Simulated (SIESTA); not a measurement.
Runs of SIESTA 5.4.2 on BP. It takes space group F-43m (No. 216, cubic). The conventional cell has a = 4.538 Å, b = 4.538 Å, c = 4.538 Å, α = 90.00°, β = 90.00°, γ = 90.00°. P (site symmetry -43m) has 4 B at 1.97 Å as nearest neighbours. Around B (site symmetry -43m) lie 4 P at 1.97 Å. 

```tsv
level	potentials or basis	gap on the mesh (eV)	pressure (GPa)
BLYP	PseudoDojo 0.4 standard (PBE files), DZP (energy shift 0.003 Ry)	(a)	10.8
vdW-DF-cx	PseudoDojo 0.4 standard (PBE files), DZP (energy shift 0.003 Ry)	1.25	(b)
LDA	PseudoDojo 0.4 standard (LDA files), DZP (energy shift 0.003 Ry)	1.22	-2.2
PBEsol	PseudoDojo 0.4 standard (PBEsol files), DZP (energy shift 0.003 Ry)	1.16	1.5
RPBE	PseudoDojo 0.4 standard (PBE files), DZP (energy shift 0.003 Ry)	(c)	5.3
```

Alike in all rows: task band structure; no spin polarisation; cell as given; k mesh 10 × 10 × 10; smearing fermi-dirac 0.05 eV; grid cutoff 500 Ry; energy shift 0.003 Ry.

**Question.** Fill in the values left out.

**Answer.** (a) 1.54; (b) 3.3; (c) 1.34.

Caveats: the basis of atomic orbitals isn't converged, which shifts pressures, moduli and gaps; the potentials were made for another functional, which shifts forces and pressure (some runs).

Runs at the PBE level aren't shown here.
